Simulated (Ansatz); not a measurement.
# CoSn: how the axes shrink under pressure

CoSn, P6/mmm, a = 5.297 Å, c = 4.230 Å. The structure is a Materials Project entry; whether it is the stable form wasn't checked. Ansatz: PBE, PAW, 420 eV, Γ-centred 12×12×8 mesh on 6 atoms, Gaussian smearing 0.10 eV; no spin polarisation. Cell and atoms are relaxed at each pressure, and no other structure is tried, so the rows at high pressure may lie past a change of phase. y = 100 ln(c/c0) with c0 = 4.2303 Å, so nearly a change in per cent. The pressures are the targets, met within 0.03 GPa.

| P (GPa) | y | 100 ln(a/a0) |
| --- | --- | --- |
| -2.0 | ? | ? |
| 0.0 | 0.00 | 0.00 |
| 2.0 | -0.50 | -0.51 |
| 5.0 | -1.19 | -1.20 |
| 10.0 | -2.22 | -2.23 |
| 20.0 | -3.93 | -3.93 |
| 40.0 | -6.51 | -6.53 |

Fit y = c1 P + c2 P² to the other rows, give the linear compressibility along c, and predict the missing y.

Least squares on the rows shown. y = −0.2365 P + 0.001852 P². The linear compressibility along c is −c1/100 = 2.36 per TPa, against 2.37 along a from the same fit to the last column (its missing entry is 0.53): the crystal is about as stiff along both at low pressure. The runs next to zero pressure give 2.62 and 2.61, so a parabola over the whole range misstates the start. With a term in P³ added, the coefficient of P becomes -0.2544, 8 % more, which shows how far this figure hangs on the form. At P = -2.0 the fit asked for gives 0.48. The run gave 0.55, so the fit is 0.07 too low, within twice the rms miss on the fitted rows (0.04).

The mesh isn't the same in all rows (12×12×8, 12×12×10).